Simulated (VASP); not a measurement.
## H6C3O2: single point with PBE+D3(BJ)

The system is H6C3O2.

```xyz
33
Lattice="7.9974 0.0000 0.0000 0.0000 7.9974 0.0000 0.0000 0.0000 7.9974" Properties=species:S:1:pos:R:3 pbc="T T T"
O     7.6324    1.4806    4.8461
O     2.4620    5.7559    1.3233
O     5.1778    5.9165    6.0798
O    -1.0991    4.1344    3.5296
O     4.7756    1.9652    6.3718
O     0.7105    1.3885   -0.4652
C     7.4411    1.1897    3.7497
C     2.5771    6.8943    1.4421
C     4.9313    5.7213    4.9733
C     0.6306    4.2522    5.1376
C    -0.0430    4.9746    3.9929
C     4.6670    2.9909    8.4996
C     4.7601    3.2406    7.0113
C    -0.2917    3.0698    0.8615
C     0.9656    2.6609    0.1281
H    -1.5379    4.5911    2.7932
H    -0.4331    5.9440    4.3342
H     0.6823    5.1725    3.1909
H     1.4544    4.8484    5.5390
H    -0.0896    4.0642    5.9363
H     1.0245    3.2936    4.7944
H     4.8352    2.1161    5.4142
H     3.9021    3.8392    6.6736
H     5.6726    3.8079    6.7790
H     4.6510    3.9358    9.0494
H     3.7559    2.4349    8.7290
H     5.5243    2.4036    8.8343
H     1.5140    1.1177   -0.9391
H     1.2171    3.4083   -0.6378
H     1.8113    2.6056    0.8282
H    -0.1596    4.0434    1.3411
H    -1.1283    3.1322    0.1629
H    -0.5348    2.3305    1.6272
```

The cell was built by a generator and needn't be a form met in nature.

```yaml
Program: VASP 6.6.1
Task: single point
Functional: PBE
Dispersion: D3(BJ)
Potentials_or_basis: VASP PAW PBE potentials, release 64 (O, C, H)
Cutoff: 520 eV
k_mesh: 1 × 1 × 1
Occupations: fermi-dirac, width 0.02 eV
Spin: no spin polarisation
Dipole_correction: no
Further_INCAR_settings: LREAL = Auto; ALGO = Normal; EDIFF = 1e-06; NBANDS = 67
```

```yaml
Pressure: 0.8 GPa
Largest_force: 1.096 eV/Å
Band_gap_on_the_k_mesh: 3.55 eV, direct
Dispersion_energy_per_atom: -0.037 eV
```

Forces in eV/Å, atoms in the order of the input:
```
O   -0.261 -0.476 -0.952
O    0.064  0.705  0.034
O   -0.083  0.220 -0.847
O   -0.382  0.070  0.137
O   -0.154 -0.250 -0.258
O    0.145 -0.277 -0.049
C    0.079 -0.004  0.847
C   -0.023 -0.642 -0.071
C    0.008  0.386  0.630
C    0.022  0.244 -0.203
C    0.284  0.001  0.260
C   -0.199 -0.108 -0.056
C   -0.100 -0.162  0.352
C    0.583  0.024 -0.324
C   -0.174  0.174  0.178
H   -0.133 -0.058 -0.021
H   -0.064  0.199  0.022
H    0.055  0.004 -0.159
H    0.119  0.143  0.057
H   -0.079 -0.046  0.082
H    0.130 -0.003  0.065
H    0.084 -0.032 -0.050
H   -0.120  0.015 -0.040
H    0.039 -0.108 -0.054
H   -0.038  0.151  0.111
H   -0.261 -0.078  0.091
H   -0.335 -0.145  0.115
H    0.065 -0.051 -0.033
H    0.100  0.000  0.022
H    0.179 -0.020  0.163
H    0.092  0.059 -0.039
H    0.364  0.086 -0.105
H   -0.007 -0.020  0.093
```

Stress tensor (GPa, compression positive):
```
 1.19  0.10 -0.02
 0.10  0.76 -0.22
-0.02 -0.22  0.59
```

Levels at points of the mesh, in eV from the valence-band top:
```
           k point  band 43  band 44  band 45  band 46  band 47  band 48
(0.00, 0.00, 0.00)    -0.54    -0.31     0.00     3.55     3.59     3.71
```

Run time: 84 s on 1 thread of Intel(R) Xeon(R) Platinum 8488C (Sapphire Rapids), with other jobs on the host, peak memory 0.43 GiB.

Caveat: the standard files for N, O and F lose accuracy on very short bonds. As with any semilocal functional, this PBE gap is likely too small.
